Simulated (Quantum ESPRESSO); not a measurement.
WS2 (Tungstenite):

```
CELL_PARAMETERS angstrom
3.18000 0.00000 0.00000
-1.59000 2.75396 0.00000
0.00000 0.00000 12.50000
ATOMIC_POSITIONS crystal
W 0.66667 0.33333 0.75000
W 0.33333 0.66667 0.25000
S 0.66667 0.33333 0.37500
S 0.33333 0.66667 0.87500
S 0.66667 0.33333 0.12500
S 0.33333 0.66667 0.62500
```

Base run:

```yaml
Program: Quantum ESPRESSO 7.5
Functional: LDA
Potentials_or_basis: GBRV 1.5 LDA
Cutoff: 762 eV
Density_cutoff: 6095 eV
k_mesh: 10 × 10 × 3
Occupations: fermi-dirac, width 0.05 eV
Spin: no spin polarisation
```

Its results: band gap on the k mesh 1.04 eV, indirect (least direct gap 2.06 eV); pressure -5.3 GPa; largest force 0.310 eV/Å.

Question: The run is repeated on the same cell with these changes: functional from LDA to PBEsol; potentials or basis from GBRV 1.5 LDA to GBRV 1.5 PBEsol. What comes out?

Answer: Band gap on the k mesh 1.08 eV, indirect (least direct gap 2.07 eV); pressure -2.5 GPa; largest force 0.124 eV/Å.

Caveats: spin-orbit coupling is left out, which moves the levels of the heavy elements; this functional lacks dispersion, which binds the layers, so the pressure and a relaxed spacing across them are unreliable (some runs).

A k mesh can miss the band edges.
